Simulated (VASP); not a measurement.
Set up this calculation in VASP 6.6.1, as the native input.

* Task: relaxation of cell and atoms
* Functional: LDA
* Potentials or basis: VASP PAW LDA potentials, release 64 (Ag, Cl)
* Cutoff: 600 eV
* k mesh: 8 × 8 × 8
* Occupations: gaussian, width 0.02 eV
* Spin: no spin polarisation
* Dipole correction: no
* Further INCAR settings: ALGO = Normal; EDIFF = 1e-07; IBRION = 2; EDIFFG = -0.002; NSW = 100; ISIF = 3

The structure of AgCl lies in POSCAR:

```
AgCl
1.0
    0.0000000000      2.7726630000      2.7726630000
    2.7726630000      0.0000000000      2.7726630000
    2.7726630000      2.7726630000      0.0000000000
Ag Cl
1 1
Direct
    0.0000000000      0.0000000000      0.0000000000
    0.5000000000      0.5000000000      0.5000000000
```

The cell is a database's computed one.

These files were run (other wordings do the same):

INCAR

```
  ALGO = Normal
  EDIFF = 1E-7
  EDIFFG = -0.002
  ENCUT = 600
  GGA = CA
  IBRION = 2
  ISIF = 3
  ISMEAR = 0
  LASPH = True
  LCHARG = False
  LREAL = False
  LWAVE = False
  NELM = 100
  NSW = 100
  PREC = Accurate
  SIGMA = 0.02
```

KPOINTS

```
k-points
0
Gamma
  8 8 8
```

Potentials or basis: VASP PAW LDA potentials, release 64 (Ag, Cl).

Command:

```bash
$ cat potpaw_LDA.64/Ag/POTCAR potpaw_LDA.64/Cl/POTCAR > POTCAR
$ mpirun -np 1 vasp_std > vasp.out
```

It gave:

```json
{"Relaxed volume": "19.21 Å³/atom", "Relaxed cell": "a = 3.787 Å, b = 3.787 Å, c = 3.787 Å, α = 60.00°, β = 60.00°, γ = 60.00°", "Space group after relaxing (to 0.05 Å)": "Fm-3m (No. 225)", "Energy gained by relaxing": "40.5 meV/atom", "Ionic steps": "3", "Pressure after relaxing": "0.0 GPa", "Band gap on the k mesh": "0.65 eV, indirect (least direct gap 3.36 eV)"}
```

Run time: 26 s on 1 thread of Intel(R) Xeon(R) Platinum 8488C (Sapphire Rapids) (shared host), peak memory 0.16 GiB.
